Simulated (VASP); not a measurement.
The system is BeTe.

```
Te Be
1.0
     0.00000    2.77000    2.77000
     2.77000    0.00000    2.77000
     2.77000    2.77000    0.00000
Te Be
1 1
Direct
  0.75000 0.75000 0.75000
  0.00000 0.00000 0.00000
```

* Program: VASP 6.6.1
* Task: relaxation of cell and atoms
* Functional: PBE
* Potentials or basis: VASP PAW PBE potentials, release 64 (Te, Be)
* Cutoff: 600 eV
* k mesh: 8 × 8 × 8
* Occupations: fermi-dirac, width 0.05 eV
* Spin: no spin polarisation

At the start: pressure 4.5 GPa; volume 21.25 Å³/atom.

Problem. Where does the relaxation end?

Solution. Over 3 steps the energy falls by 19.8 meV/atom and the volume is 22.76 Å³/atom (+7.1 %); space group F-43m (No. 216, to 0.05 Å).

Step by step:
```
step  energy change (eV)  largest force (eV/Å)  pressure (GPa)  volume (Å³)
   1              0.0000                0.0000            4.46        42.51
   2             -0.0377                0.0000           -0.86        46.25
   3             -0.0396                0.0000            0.02        45.52
```

Final structure:
```
Te Be
1.0
     0.00000    2.83394    2.83394
     2.83394    0.00000    2.83394
     2.83394    2.83394    0.00000
Te Be
1 1
Direct
  0.75000 0.75000 0.75000
  0.00000 0.00000 0.00000
```
